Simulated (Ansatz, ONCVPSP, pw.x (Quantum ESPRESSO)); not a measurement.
## pw.x on fcc Ge: one setting changed

Potential: optimised norm-conserving Vanderbilt (ONCV), ONCVPSP 4.0.1, PBE; core [Ar] 3d10, reference 4s1 4p3; waves: 4s: rc 1.65 bohr, ncon 4, nbas 8, qcut 4.1 1/bohr, 2 projectors, debl 2.9 Ha; 4p: rc 2.05 bohr, ncon 3, nbas 7, qcut 4.3 1/bohr, 2 projectors, debl 1.7 Ha; d scattering state at 0.14 Ha: rc 1.90 bohr, ncon 3, nbas 7, qcut 5.5 1/bohr, 2 projectors, debl 2.3 Ha; local part: polynomial inside 1.25 bohr (lpopt 5, dvloc0 2 Ha); core correction: Teter function, fcfact 4.25, rcfact 1.05.

The reference run (k-mesh 13³, cutoffs 80/320 Ry, Fermi–Dirac 0.01 Ry, mixing_beta 0.4, conv_thr 1e-9, no spin) gives -0.49 GPa at 19.575 Å³/atom, where all-electron LAPW gives 0.01 GPa. This run, with its own iteration cap, changes nbnd to 14.

```
&control
  calculation='scf', prefix='x', pseudo_dir='./', outdir='./tmp', tstress=.true., disk_io='none'
/
&system
  ibrav=0, nat=1, ntyp=1, ecutwfc=80, ecutrho=320, nbnd=14,
  occupations='smearing', smearing='fd', degauss=0.01
/
&electrons
  conv_thr=1e-09, mixing_beta=0.4, electron_maxstep=50
/
ATOMIC_SPECIES
Ge 1.0 Ge.UPF
CELL_PARAMETERS angstrom
  0.00000000 2.13906472 2.13906472
  2.13906472 0.00000000 2.13906472
  2.13906472 2.13906472 0.00000000
ATOMIC_POSITIONS crystal
Ge 0.0000 0.0000 0.0000
K_POINTS automatic
13 13 13 0 0 0
```

```bash
pw.x < Ge.scf.in > Ge.scf.out
```

How does the run end?

It converges in 6 iterations; the free energy moves by +0.0 meV/atom and the pressure by +0.00 GPa. The result is that of the reference run.

```
Message from routine setup:
     using ibrav=0 with symmetry is DISCOURAGED, use correct ibrav instead
     lattice parameter (alat)  =       5.7166  a.u.
     unit-cell volume          =     132.0986 (a.u.)^3
     number of electrons       =         4.00
     number of Kohn-Sham states=           14
     kinetic-energy cutoff     =      80.0000  Ry
     charge density cutoff     =     320.0000  Ry
     scf convergence threshold =      1.0E-09
     Exchange-correlation= PBE
     number of k points=    84  Fermi-Dirac smearing, width (Ry)=  0.0100
     iteration #  1     ecut=    80.00 Ry     beta= 0.40
     c_bands:  2 eigenvalues not converged
     total energy              =      -8.44763317 Ry
     estimated scf accuracy    <       0.00333969 Ry
     iteration #  2     ecut=    80.00 Ry     beta= 0.40
     total energy              =      -8.44736741 Ry
     estimated scf accuracy    <       0.00099557 Ry
     iteration #  3     ecut=    80.00 Ry     beta= 0.40
     total energy              =      -8.44741206 Ry
     estimated scf accuracy    <       0.00000074 Ry
     iteration #  4     ecut=    80.00 Ry     beta= 0.40
     c_bands:  2 eigenvalues not converged
     c_bands:  3 eigenvalues not converged
     [... 5 repeated lines left out ...]
     total energy              =      -8.44741303 Ry
     estimated scf accuracy    <          3.4E-09 Ry
     iteration #  5     ecut=    80.00 Ry     beta= 0.40
     total energy              =      -8.44741303 Ry
     estimated scf accuracy    <          1.3E-09 Ry
     iteration #  6     ecut=    80.00 Ry     beta= 0.40
     the Fermi energy is     7.4750 ev
!    total energy              =      -8.44741303 Ry
     estimated scf accuracy    <          1.4E-10 Ry
     smearing contrib. (-TS)   =      -0.00214508 Ry
     The total energy is F=E-TS. E is the sum of the following terms:
     one-electron contribution =       3.50468888 Ry
     hartree contribution      =       0.09339039 Ry
     xc contribution           =      -2.96945805 Ry
     ewald contribution        =      -9.07388917 Ry
     convergence has been achieved in   6 iterations
          total   stress  (Ry/bohr**3)                   (kbar)     P=       -4.90
     Message from routine punch:
     Nothing written, as per user request (disk_io='none')
```

The run took about 25 s on one core of a shared host (Intel(R) Xeon(R) Platinum 8488C, 192 threads, 744 GiB, load 133).
